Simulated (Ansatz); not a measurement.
The system is TiSi2.

```
Ti Si
1.0
    -1.47287    1.71213    4.21208
     1.47287   -1.71213    4.21208
     1.47287    1.71213   -4.21208
Ti Si
1 2
Direct
  0.00000 0.00000 0.00000
  0.67008 0.67008 0.00000
  0.32992 0.32992 0.00000
```

The cell comes from a database or a generator and needn't be the stable form of this composition.

```yaml
Program: Ansatz 0.2.0
Task: relaxation of cell and atoms
Functional: PBE
Dispersion: D3(BJ)-ATM
Potentials_or_basis: Ansatz PAW
Cutoff: "420 eV (not typed: the program's choice for these potentials)"
k_mesh: 12 × 12 × 12
Occupations: fermi-dirac, width 0.05 eV
Spin: no spin polarisation
```

At the start: volume 14.16 Å³/atom.

How do energy, volume and symmetry change on relaxing?

It ends after 5 steps and the volume is 13.67 Å³/atom (-3.5 %); space group Immm (No. 71, to 0.05 Å).

Step by step:
```
step  energy change (eV)  largest force (eV/Å)  volume (Å³)
   1              0.0000                0.0171        42.49
   2             -0.0236                0.0531        40.87
   3             -0.0241                0.0172        41.03
   4             -0.0242                0.0001        41.01
   5             -0.0239                0.0000        41.01
```

Final structure:
```yaml
crystal:
  lattice:
    - [-1.45745, 1.69285, 4.15560]
    - [1.45745, -1.69285, 4.15560]
    - [1.45745, 1.69285, -4.15560]
  atoms:
    - { symbol: Ti, position: [0.00000, 0.00000, 0.00000] }
    - { symbol: Si, position: [0.67012, 0.67012, 0.00000] }
    - { symbol: Si, position: [0.32988, 0.32988, 0.00000] }
```

Caveat: the plane-wave basis is chosen anew once the cell has moved, so the energies of steps on either side of that aren't comparable; pairwise dispersion overbinds metals, which lowers pressure and volume.
